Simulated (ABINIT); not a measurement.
Runs of ABINIT 10.8.3 (patched build) on Pt. The structure is cubic, space group Fm-3m (No. 225). Conventional cell: a = 3.922 Å, b = 3.922 Å, c = 3.922 Å, α = 90.00°, β = 90.00°, γ = 90.00°. Pt (site symmetry m-3m) is surrounded by 12 Pt at 2.77 Å. 

| task | cell | k mesh | cutoff (eV) | smearing | cell freedom (optcell) | optimiser (ionmov) | cutoff smearing ecutsm (Ha) | force stop (Ha/bohr) | bands in the sums | gap on the mesh (eV) | pressure (GPa) |
| --- | --- | --- | --- | --- | --- | --- | --- | --- | --- | --- | --- |
| single point | as given | 9 × 9 × 9 | 1034 | fermi-dirac 0.05 eV | - | - | - | - | - | none | -2.5 |
| relaxation of cell and atoms | relaxed | 9 × 9 × 9 | 1143 | fermi-dirac 0.05 eV | 2 | 2 | 0.5 | 2e-05 | - | none | 0.0 |
| optical spectrum | as given | 12 × 12 × 12, with 4 shifts | 1034 | gaussian 0.1 eV | - | - | - | - | 17 | - | -2.2 |
| optical spectrum | as given | 12 × 12 × 12, with 4 shifts | 1034 | fermi-dirac 0.136 eV | - | - | - | - | 15 | - | (a) |
| optical spectrum | as given | 12 × 12 × 12, with 4 shifts | 1034 | cold (ABINIT) 0.1 eV | - | - | - | - | 15 | - | -2.3 |

Alike in all rows: level PBEsol; potentials or basis PseudoDojo NC SR PBEsol v0.4.1 standard; no spin polarisation.

Estimate the missing entries.

(a) -1.5.

Caveats: the intraband (Drude) term is left out (some runs); spectra need much finer meshes, so this one isn't converged (some runs).

A k mesh can miss the band edges, and the runs leave out spin-orbit coupling on Pt.

A gap of «none» marks a metal or a gap under the smearing width.

Not every run made on this cell is shown here.
